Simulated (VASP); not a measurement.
# MnS (Browneite) in VASP: notebook, part 2 of 2

VASP 6.6.1. Earlier steps stand in the parts before.

**3. Single point, PBE, collinear spin, typed start**

This run uses another cell than the first one: it holds 4 atoms, not 2.

The input, INCAR:

```
SYSTEM = MnS
PREC = Accurate
ENCUT = 520
EDIFF = 1E-6
ISMEAR = -1
SIGMA = 0.05
LREAL = .FALSE.
LASPH = .TRUE.
NELM = 150
ALGO = Normal
ISIF = 2
LWAVE = .FALSE.
LCHARG = .FALSE.
ISPIN = 2
MAGMOM = 4.22 -4.22 0 0
LORBIT = 11
LMAXMIX = 4
GGA = PE
NBANDS = 31
```

The input, KPOINTS:

```
Automatic mesh
0
G
  6 6 4
  0 0 0
```

The input, POSCAR:

```
MnS
1.0
    0.0000000000      2.7655484668     -2.7655484668
    0.0000000000      2.7655484668      2.7655484668
    5.3772780428      0.0000000000      0.0000000000
Mn S
2 2
Direct
    0.0000000000      0.0000000000      0.0000000000
    0.5000000000      0.5000000000      0.5000000000
    0.0000000000      0.5000000000      0.2500000237
    0.5000000000      1.0000000000      0.7499999763
```

Potentials or basis: VASP PAW PBE potentials, release 64 (Mn_pv, S).

On the command line:

```bash
> cat potpaw_PBE.64/Mn_pv/POTCAR potpaw_PBE.64/S/POTCAR > POTCAR
> mpirun -np 1 vasp_std > vasp.out
```

OUTCAR:

```text
SYSTEM = MnS
   PREC = Accurate
   ENCUT = 520
   EDIFF = 1E-6
   ISMEAR = -1
   LREAL = .FALSE.
   LASPH = .TRUE.
   NELM = 150
   ISIF = 2
   ISPIN = 2
   LORBIT = 11
   GGA = PE

 ion  position               nearest neighbor table
   1  0.000  0.000  0.000-   3 2.37   4 2.37   3 2.37   4 2.37
   2  0.500  0.500  0.500-   3 2.37   4 2.37   4 2.37   3 2.37
   3  0.000  0.500  0.250-   2 2.37   2 2.37   1 2.37   1 2.37
   4  0.500  0.000  0.750-   2 2.37   2 2.37   1 2.37   1 2.37

  LATTYP: Found a simple tetragonal cell.
 ALAT       =     3.9110761491
 C/A-ratio  =     1.3748845171

  Lattice vectors:

 A1 = (   0.0000000000,   2.7655484668,  -2.7655484668)
 A2 = (   0.0000000000,   2.7655484668,   2.7655484668)
 A3 = (   5.3772780428,   0.0000000000,   0.0000000000)

Analysis of symmetry for initial positions (statically):
=====================================================================
 Subroutine PRICEL returns following result:

  LATTYP: Found a body centered tetragonal cell.
 ALAT       =     3.9110761491
 C/A-ratio  =     1.3748845171
[... 12 lines left out ...]
 Subroutine GETGRP returns: Found  8 space group operations
 (whereof  8 operations were pure point group operations)
 out of a pool of 16 trial point group operations.

The static configuration has the point symmetry D_2d.

Analysis of symmetry for dynamics (positions and initial velocities):
=====================================================================
 Subroutine PRICEL returns following result:

  LATTYP: Found a body centered tetragonal cell.
 ALAT       =     3.9110761491
 C/A-ratio  =     1.3748845171
[... 12 lines left out ...]
 Subroutine GETGRP returns: Found  8 space group operations
 (whereof  8 operations were pure point group operations)
 out of a pool of 16 trial point group operations.

The dynamic configuration has the point symmetry D_2d.

Analysis of structural, dynamic, and magnetic symmetry:
=====================================================================
 Subroutine PRICEL returns following result:

  LATTYP: Found a body centered tetragonal cell.
 ALAT       =     3.9110761491
 C/A-ratio  =     1.3748845171
[... 12 lines left out ...]
 Subroutine GETGRP returns: Found  8 space group operations
 (whereof  8 operations were pure point group operations)
 out of a pool of 16 trial point group operations.

The overall configuration has the point symmetry D_2d.

 Subroutine INISYM returns: Found  8 space group operations
 (whereof  8 operations are pure point group operations),
 and found     2 'primitive' translations

----------------------------------------------------------------------------------------

                                     Primitive cell

  volume of cell :      41.1268

  direct lattice vectors                    reciprocal lattice vectors
    -2.688639021 -2.765548467  0.000000000    -0.185967694 -0.180795964 -0.180795964
    -2.688639021  2.765548467  0.000000000    -0.185967694  0.180795964 -0.180795964
     2.688639021  0.000000000 -2.765548467     0.000000000  0.000000000 -0.361591927

  length of vectors
     3.857076368  3.857076368  3.857076368     0.316161896  0.316161896  0.361591927

  position of ions in fractional coordinates (direct lattice)
     0.000000000  0.000000000  0.000000000
     0.249999976  0.749999976  0.500000000

  ion indices of the primitive-cell ions
   primitive index   ion index
                 1           1
[... 63 lines left out ...]
 SYSTEM =  MnS
   PREC   = accura    normal or accurate (medium, high low for compatibility)
   ISTART =      0    job   : 0-new  1-cont  2-samecut
   ICHARG =      2    charge: 1-file 2-atom 10-const
   ISPIN  =      2    spin polarized calculation?
   LNONCOLLINEAR =      F non collinear calculations
   LSORBIT =      F    spin-orbit coupling
   LASPH  =      T    aspherical Exc in radial PAW
   ENCUT  =  520.0 eV  38.22 Ry    6.18 a.u.   7.27  7.27 10.00*2*pi/ulx,y,z
   NELM   =    150;   NELMIN=  2; NELMDL= -5     # of ELM steps
   EDIFF  = 0.1E-05   stopping-criterion for ELM
   LREAL  =      F    real-space projection
[... 7 lines left out ...]
   TEBEG  =    0.0;   TEEND  =   0.0 temperature during run
   PSTRESS=    0.0 pullay stress
   NELECT =      38.0000    total number of electrons
   NUPDOWN=      -1.0000    fix difference up-down
   EMIN   =  10.00;   EMAX   =-10.00  energy-range for DOS
   EFERMI =   0.00;   METHOD = LEGACY
   ISMEAR =    -1;   SIGMA  =   0.05  broadening in eV -4-tet -1-fermi 0-gaus
   EFERMI_NEDOS =   21; number of points for ismear=-14 and -15
   IALGO  =     38    algorithm
   IMIX   =      4    mixing-type and parameters
     AMIX     =   0.40;   BMIX     =  1.00
     AMIX_MAG =   1.60;   BMIX_MAG =  1.00
  volume/ion in A,a.u.               =      20.56       138.77
  Fermi-wavevector in a.u.,A,eV,Ry     =   1.265565  2.391570 21.791826  1.601654
  Thomas-Fermi vector in A             =   2.398811
   LORBIT       =     11    0 simple, 1 ext, 2 COOP (PROOUT), +10 PAW based schemes
   GGA     = PE    functional components
   LHFCALC =     F    Hartree Fock is set to
   AEXX    =    0.0000 exact exchange contribution
   IVDW    =     0    specifies the selected vdW correction
   LEPSILON=     F    determine dielectric tensor
   LRPA    =     F    only Hartree local field effects (RPA)
 spin polarized calculation
  energy-cutoff  :      520.00
  volume of cell :       82.25
 maximum number of plane-waves:      2232
 NGX is ok and might be reduce to    30

 number of electron      37.9999990 magnetization       0.0000000

 number of electron      37.9999990 magnetization      -0.0000000

 Free energy of the ion-electron system (eV)
  ---------------------------------------------------
  ext. energy  EPLUGINS =         0.00000000
  ---------------------------------------------------
  free energy    TOTEN  =       -28.81272926 eV

  energy without entropy =      -28.81272778  energy(sigma->0) =      -28.81272852

 E-fermi :   4.8886     XC(G=0):  -9.6431

 val. band max:        4.3489432767   @ k =   0.0000   0.0000   0.5000
 cond. band min:       5.4783741585   @ k =   0.5000   0.3333   0.0000
 fundamental gap:      1.1294308818
 Fermi energy:         4.8886034945

 spin component 1

 k-point     1 :       0.0000    0.0000    0.0000
  band No.  band energies     occupation
      1     -45.4909      1.00000
      2     -45.4380      1.00000
      3     -45.4380      1.00000
      4     -41.1769      1.00000
      5     -41.1769      1.00000
      6     -41.1664      1.00000
[... 805 lines left out ...]
     30      12.3644      0.00000
     31      12.8036      0.00000

 [... further k-points ...]

 spin component 2

 k-point     1 :       0.0000    0.0000    0.0000
  band No.  band energies     occupation
      1     -45.4909      1.00000
      2     -45.4381      1.00000
      3     -45.4381      1.00000
      4     -41.1769      1.00000
      5     -41.1769      1.00000
      6     -41.1664      1.00000
[... 805 lines left out ...]
     30      12.3644      0.00000
     31      12.7963      0.00000

 [... further k-points ...]
[... 5 lines left out ...]
  --------------------------------------------------------------------------------------
  -------------------------------------------------------------------------------------
  Total        0.0375514      0.0478487      0.0478487     -0.0000000      0.0000000     -0.0000000
  in kB        0.7314445      0.9320206      0.9320206     -0.0000000      0.0000000     -0.0000000
  external PRESSURE =       0.8651619 kB  Pullay stress =       0.0000000 kB

 VOLUME and BASIS-vectors are now :
 -----------------------------------------------------------------------------
  energy-cutoff  :      520.00
  volume of cell :       82.25
      direct lattice vectors                 reciprocal lattice vectors
     0.000000000  2.765548467 -2.765548467     0.000000000  0.180795964 -0.180795964
     0.000000000  2.765548467  2.765548467     0.000000000  0.180795964  0.180795964
     5.377278043  0.000000000  0.000000000     0.185967694  0.000000000  0.000000000

 POSITION                                       TOTAL-FORCE (eV/Angst)
 -----------------------------------------------------------------------------------
      0.00000      0.00000      0.00000        -0.000000     -0.000000      0.000000
      2.68864      2.76555      0.00000        -0.000000      0.000000      0.000000
      1.34432      1.38277      1.38277         0.000000      0.000000     -0.000000
      4.03296      1.38277     -1.38277         0.000000      0.000000     -0.000000
 -----------------------------------------------------------------------------------
    total drift:                                0.000000      0.000000      0.000000

  FREE ENERGIE OF THE ION-ELECTRON SYSTEM (eV)
  ---------------------------------------------------
  free  energy   TOTEN  =       -28.8127292602 eV

  energy  without entropy=      -28.8127277766  energy(sigma->0) =      -28.81272852

 total charge

# of ion       s       p       d       tot
------------------------------------------
    1        0.268   6.224   4.966  11.457
    2        0.268   6.224   4.966  11.457
    3        1.314   2.449   0.000   3.763
    4        1.314   2.449   0.000   3.763
--------------------------------------------------
tot          3.164  17.346   9.931  30.441

 magnetization (x)

# of ion       s       p       d       tot
------------------------------------------
    1        0.027   0.046   3.944   4.018
    2       -0.027  -0.046  -3.944  -4.018
    3        0.000   0.000   0.000   0.000
    4        0.000   0.000   0.000   0.000
--------------------------------------------------
tot         -0.000   0.000   0.000  -0.000
```

OSZICAR:

```text
N       E                     dE             d eps       ncg     rms          rms(c)
DAV:   1     0.373435085954E+03    0.37344E+03   -0.20472E+04  3952   0.127E+03
DAV:   2    -0.463561630931E+01   -0.37807E+03   -0.36027E+03  3811   0.370E+02
DAV:   3    -0.307424245167E+02   -0.26107E+02   -0.25763E+02  4406   0.105E+02
DAV:   4    -0.313085828139E+02   -0.56616E+00   -0.56542E+00  4251   0.159E+01
DAV:   5    -0.313195312935E+02   -0.10948E-01   -0.10947E-01  4540   0.241E+00    0.155E+01
DAV:   6    -0.290485459461E+02    0.22710E+01   -0.16404E+01  4168   0.399E+01    0.152E+01
DAV:   7    -0.288092213307E+02    0.23932E+00   -0.37229E+00  4037   0.197E+01    0.890E+00
DAV:   8    -0.288203059685E+02   -0.11085E-01   -0.19018E-01  4628   0.257E+00    0.482E+00
DAV:   9    -0.288077539631E+02    0.12552E-01   -0.43006E-02  4116   0.198E+00    0.705E-01
DAV:  10    -0.288121015501E+02   -0.43476E-02   -0.17792E-02  4245   0.107E+00    0.231E-01
DAV:  11    -0.288125083136E+02   -0.40676E-03   -0.12853E-03  4322   0.209E-01    0.158E-01
DAV:  12    -0.288126480943E+02   -0.13978E-03   -0.28834E-04  4408   0.104E-01    0.122E-01
DAV:  13    -0.288126860881E+02   -0.37994E-04   -0.39929E-05  4112   0.461E-02    0.819E-02
DAV:  14    -0.288127254738E+02   -0.39386E-04   -0.47957E-05  4133   0.445E-02    0.128E-02
DAV:  15    -0.288127291299E+02   -0.36561E-05   -0.44431E-06  4336   0.158E-02    0.782E-03
DAV:  16    -0.288127292602E+02   -0.13031E-06   -0.45871E-07  2770   0.594E-03
   1 F= -.28812729E+02 E0= -.28812729E+02  d E =-.148368E-05  mag=    -0.0000
```

Run time: 1.8 min. Hardware: 1 thread of Intel Xeon Platinum 8488C (Sapphire Rapids), shared host; peak memory 0.27 GiB.

What came out:

| Item | Value |
| --- | --- |
| Free energy | -28.8127 eV |
| Pressure | 0.1 GPa |
| Band gap on the k mesh | 1.13 eV |
| Net moment | 0.00 μB per cell |
| Site moments | Mn +4.02, -4.02; S +0.00 μB |
| Valence electrons inside the program's atomic spheres | Mn 11.46; S 3.76 |

Levels at points of the mesh, in eV from the valence-band top:
Spin up:
```
           k point  band 15  band 16  band 17  band 18  band 19  band 20  band 21  band 22  band 23  band 24
(0.00, 0.00, 0.00)    -2.18    -1.98    -0.96    -0.23    -0.23     1.41     1.65     2.42     2.61     3.23
(0.50, 0.00, 0.00)    -2.17    -1.67    -1.37    -0.94    -0.59     1.58     1.88     1.98     2.16     2.65
(0.50, 0.50, 0.00)    -2.03    -1.86    -1.86    -1.67    -1.19     1.16     1.16     1.42     1.73     1.96
(0.00, 0.00, 0.50)    -2.17    -2.15    -0.76     0.00     0.00     1.64     1.79     2.56     2.74     2.74
(0.50, 0.00, 0.50)    -2.18    -1.61    -1.31    -0.36    -0.25     1.54     1.76     1.95     2.55     2.69
(0.50, 0.50, 0.50)    -2.10    -2.10    -2.03    -1.83    -1.34     1.37     1.37     1.78     1.79     2.24
```
Spin down:
| k point | band 15 | band 16 | band 17 | band 18 | band 19 | band 20 | band 21 | band 22 | band 23 | band 24 |
| --- | --- | --- | --- | --- | --- | --- | --- | --- | --- | --- |
| (0.00, 0.00, 0.00) | -2.18 | -1.98 | -0.96 | -0.23 | -0.23 | 1.41 | 1.65 | 2.42 | 2.61 | 3.23 |
| (0.50, 0.00, 0.00) | -2.17 | -1.67 | -1.37 | -0.94 | -0.59 | 1.58 | 1.88 | 1.98 | 2.16 | 2.65 |
| (0.50, 0.50, 0.00) | -2.03 | -1.86 | -1.86 | -1.67 | -1.19 | 1.16 | 1.16 | 1.42 | 1.73 | 1.96 |
| (0.00, 0.00, 0.50) | -2.17 | -2.15 | -0.76 | 0.00 | 0.00 | 1.64 | 1.79 | 2.56 | 2.74 | 2.74 |
| (0.50, 0.00, 0.50) | -2.18 | -1.61 | -1.31 | -0.36 | -0.25 | 1.54 | 1.76 | 1.95 | 2.55 | 2.69 |
| (0.50, 0.50, 0.50) | -2.10 | -2.10 | -2.03 | -1.83 | -1.34 | 1.37 | 1.37 | 1.78 | 1.79 | 2.24 |

A k mesh can miss the band edges. A hybrid or GW would open this gap; PBE tends to underestimate it.
